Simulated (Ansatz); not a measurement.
# Two Ansatz runs on PbS

The cell is COD entry 9000001, as deposited and not checked against the literature; nothing was relaxed. The listed cell was then made from it by scaling, straining or moving an atom.

First run: DFT, LDA, all-electron LAPW, scalar-relativistic (Ansatz 0.2.0).

Command: `ansatz run input.yaml --threads 1 --pin off --max-ram 2048MiB --backend cpu --events-out ev --progress --plain --runs-dir out` The run took about 6.8 s on 1 thread of a shared machine.

```yaml
crystal:
  lattice:
    - [0.0, 2.9249275202, 2.9249275202]
    - [2.9249275202, 0.0, 2.9249275202]
    - [2.9249275202, 2.9249275202, 0.0]
  atoms:
    - { symbol: Pb, position: [0.0, 0.0, 0.0] }
    - { symbol: S, position: [0.5, 0.5, 0.5] }
kpoints:
  mp_grid: { grid: [8, 8, 8] }
scf:
  occupations: { method: fermi_dirac, width: 0.01 }
hamiltonian:
  xc: lda
  pseudopotentials: { kind: all_electron, lapw: { basis_error: 0.0005 } }
output:
  forces: true
  stress: true
  eigenvalues: true
```

Result: converged; pressure -0.13 GPa; gap on the k mesh 0.07 eV; 7 SCF iterations.

Spin–orbit coupling is left out, though it moves levels of the heavy atoms by tenths of an eV or more.

The input is then changed:

```diff
@@ -18,3 +18,5 @@
   stress: true
   eigenvalues: true
+basis:
+  xc_grid: 1
```

(1) What does the second run give?

Results:

(1) It converged; energy at zero smearing 0.0 meV/atom from the first run; pressure -0.13 GPa; gap on the k mesh 0.07 eV; 7 SCF iterations.
